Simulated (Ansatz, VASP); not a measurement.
# RbBr: VASP beside Ansatz

The input INCAR:

```
ALGO = Normal ; EDIFF = 1E-6
ENCUT = 520 ; GGA = PE
ISIF = 2 ; ISMEAR = 0
LASPH = True ; LCHARG = False
LREAL = False ; LWAVE = False
NBANDS = 15 ; NELM = 80
PREC = Accurate ; SIGMA = 0.05
```

KPOINTS

```
k-points
0
Gamma
  6 6 6
```

The input POSCAR:

```
RbBr
1.0
    3.7959911160      0.0000000000      0.0000000000
    0.0000000000      3.7959911160      0.0000000000
    0.0000000000      0.0000000000      4.1260773000
Rb Br
1 1
Direct
    0.0000000000      0.0000000000      0.0000000000
    0.5000000000      0.5000000000      0.5000000000
```

Input for Ansatz:

```yaml
crystal:
  lattice:
    - [3.795991116, 0.0, 0.0]
    - [0.0, 3.795991116, 0.0]
    - [0.0, 0.0, 4.1260773]
  atoms:
    - { symbol: Rb, position: [0.0, 0.0, 0.0] }
    - { symbol: Br, position: [0.5, 0.5, 0.5] }
basis:
  ecutwfc: 420
kpoints:
  mp_grid: { grid: [6, 6, 6] }
hamiltonian:
  xc: pbe
scf:
  occupations: { method: gaussian, width: 0.05 }
output:
  forces: true
  stress: true
  eigenvalues: true
```

Change from the starting cell: strain -0.080 along x and y, +0.000 along z, atoms carried along.

Alike in both runs: task single point; functional PBE; k mesh 6 × 6 × 6; occupations gaussian, width 0.05 eV; no spin polarisation.

|  | VASP | Ansatz |
| --- | --- | --- |
| version | VASP 6.6.1 | Ansatz 0.2.0 |
| potentials or method | VASP PAW PBE potentials, release 64 (Rb_sv, Br) | scalar-relativistic, plane waves, PAW |
| plane-wave cutoff (eV) | 520 | 420 |
| valence electrons in the cell | 16 | 16 |

```csv
,VASP,Ansatz,Ansatz less VASP
gap on the k mesh at the Fermi level (eV),4.38,4.39,+0.005
least direct gap on the mesh (eV),4.54,4.54,+0.003
pressure (GPa),5.3,5.2,-0.08
largest component of the traceless stress (GPa),1.92,1.92,+0.001
```

The functional is the same, so the differences come from potentials, cutoffs and numerics.

A k mesh can miss the band edges.
